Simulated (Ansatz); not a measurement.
An Ansatz input:

```yaml
crystal:
  lattice:
    - [3.0217084212, 0.0, 0.0]
    - [-1.5108542106, 2.6168762555, 0.0]
    - [0.0, 0.0, 4.8932395903]
  atoms:
    - { symbol: Ag, position: [0.3333333333, 0.6666666667, 0.25] }
    - { symbol: Ag, position: [0.6666666667, 0.3333333333, 0.75] }
hamiltonian:
  xc: pbe
  pseudopotentials:
    kind: paw
    azcp:
      Ag: "pseudopotentials/Ag.paw.azcp"
basis:
  ecutwfc: 420
  fft_grid_basis: typed
kpoints:
  mp_grid: { grid: [14, 14, 8], shift: [0, 0, 0] }
magnetization:
  spin_polarized: false
scf:
  occupations: { method: fermi_dirac, width: 0.1 }
  lower_state_search: "off"
output:
  stress: true
  write_density: true
  write_potential: true
  elf: true
  volumetric_format: npy
```

Output

```
Engine: ansatz 0.2.0, x86_64-unknown-linux-gnu
Pseudopotentials: kind: paw
Pseudopotential: Ag, paw, valence charge 19, recommended cutoff 420 eV (normal) 
Functional definition: PBE
  parameter kappa = 0.804
  parameter beta = 0.06672455060314922
  exchange = pbe_x(kappa = kappa, mu = beta*pi^2/3)
  correlation = pbe_c(beta = beta)
Crystal: 2 atoms, lattice volume = 38.693 Å³
Basis set: ecut = 420 eV, 725 PW (Γ)
Bands: 23, of which v1, the nominal top of the filled ones, is band 19 counted from 1 (18 counted from 0)
Symmetry: 24 space group operations
Space group: P63/mmc (ITA 194), of the structure as read, at distance tolerance 3.4e-5 Å
k-points: 120 of 1568
Non-local potential: Ag, projectors of the file, l = 0: 3, l = 1: 2, l = 2: 2, l = 3: 1
PAW form: soft (Blöchl's): semilocal exchange-correlation on the pseudo side does not see the compensation charge
PAW one-centre angular grid: Ag, 590 points (default); XC on 64 Gauss nodes
Initial density: superposition of atomic densities (neutral atoms: chi_scale 0, normalization atom), corrected by the library's trained network
Initial wavefunctions: pseudopotential atomic-orbital guess
Functional: x = pbe(κ = 0.804, μ = 0.2195149727645171), c = pbe(β = 0.06672455060314922)
SCF iter   1: F=—  HF=-15181.050089 eV  |F-HF|=—  |Δ(HF+E_count)|=         —  Δρ=1.06e-3  dr2=1.50e-4  ethr=1.77e-3  ⟨swp⟩=4.6  Hψ=10156  notcnv=0
SCF iter   2: F=—  HF=-15181.050803 eV  |F-HF|=—  |Δ(HF+E_count)|=   7.14e-4  Δρ=6.43e-4  dr2=6.08e-5  ethr=3.94e-7  ⟨swp⟩=2.5  Hψ=6219  notcnv=0
SCF iter   3: F=—  HF=-15181.050909 eV  |F-HF|=—  |Δ(HF+E_count)|=   1.07e-4  Δρ=1.11e-4  dr2=3.87e-6  ethr=1.60e-7  ⟨swp⟩=2.0  Hψ=4096  notcnv=0
SCF iter   4: F=—  HF=-15181.050910 eV  |F-HF|=—  |Δ(HF+E_count)|=   9.58e-7  Δρ=4.19e-5  dr2=5.16e-7  ethr=1.02e-8  ⟨swp⟩=2.0  Hψ=4120  notcnv=0
iter 5 did not close the SCF: its close was put off for the readings that it lacked (scf_convergence_deferred on its scf_iter line)
SCF iter   5: F=-15181.050910 eV  HF=-15181.050910 eV  |F-HF|=1.67e-9  |Δ(HF+E_count)|=   1.86e-7  Δρ=8.22e-6  dr2=2.76e-8  ethr=1.36e-9  ⟨swp⟩=2.5  Hψ=4034  notcnv=0
SCF iter   6: F=-15181.050910 eV  HF=-15181.050910 eV  |F-HF|=5.09e-10  |Δ(HF+E_count)|=   3.50e-9  Δρ=1.89e-6  dr2=1.12e-9  ethr=7.25e-11  ⟨swp⟩=4.3  Hψ=14325  notcnv=0
SCF 1 converged in 6 iterations: F = -15181.050910 eV  dr2 = 1.12e-9
SCF converged after 6 iterations
Free energy (F): -15181.050910 eV
Harris-Foulkes:  -15181.050910 eV  (|F-HF|=5.09e-10)
Internal energy: -15181.032198 eV  (E = F + TS)
E sigma→0 (E₀):  -15181.041554 eV
Entropy (-TS):   -0.018713 eV (-9.356 meV/atom)
Fermi energy:    14.674950 eV
--- Per-component energies (eV) ---
  E_band       = -557.198325
  E_kinetic    = 1052.401893
  E_local      = -4779.010468  (includes V_loc(G=0)·N_el)
  E_nonlocal   = 160.788309
  E_hartree    = 2150.218656
  E_xc         = -368.267579
  E_vxc        = -467.744372  (∫ρ·V_xc dr)
  E_paw        = -7804.636474  (= ΣΔE_a)
  E_vpaw       = -824.072112  (= ΣTr[D̂ρ^β])
  E_aug_tail   = 0.000608  (compensation charges beyond the density's cutoff)
  E_ewald      = -5592.527142
  E_smearing   = -0.018713  (= −TS)
  E_closure    = 0.000000  (closes the sum)
  Σ components = -15181.050910   (vs F -15181.050910, Δ=0.00e0)
--- Stress (GPa, compression-positive) ---
       -5.761320       0.000000       0.000000
        0.000000      -5.761320       0.000000
        0.000000       0.000000      -5.339100
  P = ⅓ Tr σ = -5.6206 GPa (-56.206 kbar)
--- Band table (eV; the first three rows and the last of 120) ---
  k-point 0: bands = ["-76.9719", "-76.9625", "-40.5017", "-40.4141", "-40.4141", "-40.4006", "-40.3980", "-40.3980", "7.7779", "9.0249", "10.3352", "10.3879", "10.3879", "10.5826", "10.5826", "10.8310", "10.8310", "11.6737", "11.6737", "14.6559", "17.7397", "29.7934", "31.3306"]
  k-point 1: bands = ["-76.9716", "-76.9628", "-40.4979", "-40.4135", "-40.4135", "-40.4045", "-40.3986", "-40.3986", "7.8903", "9.0476", "10.3144", "10.3565", "10.3565", "10.5547", "10.5547", "10.9032", "10.9032", "11.6641", "11.6641", "13.8786", "18.7123", "29.6830", "31.3690"]
  k-point 2: bands = ["-76.9705", "-76.9639", "-40.4870", "-40.4155", "-40.4118", "-40.4118", "-40.4003", "-40.4003", "8.2121", "9.1037", "10.2718", "10.3110", "10.3110", "10.4841", "10.4841", "11.0645", "11.0645", "11.6266", "11.6266", "12.5873", "20.5928", "29.1561", "30.3098"]
  k-point 119: bands = ["-76.9608", "-76.9608", "-40.4802", "-40.4802", "-40.4553", "-40.4553", "-40.4201", "-40.4201", "9.6292", "9.6292", "10.0367", "10.0367", "10.4803", "10.4803", "10.9442", "10.9442", "11.7130", "11.7130", "18.0563", "18.0563", "19.3974", "19.3974", "20.6171"]
```

Command:

```sh
ansatz run input.yaml --threads 1 --pin off --max-ram 3584MiB --backend cpu --events-out ev --progress --plain --runs-dir out
```

On 1 thread of Intel(R) Xeon(R) Platinum 8259CL CPU @ 2.50GHz (Skylake/Cascade Lake) (shared host) this took about 9.2 s of wall time and 8.1 s of CPU time.
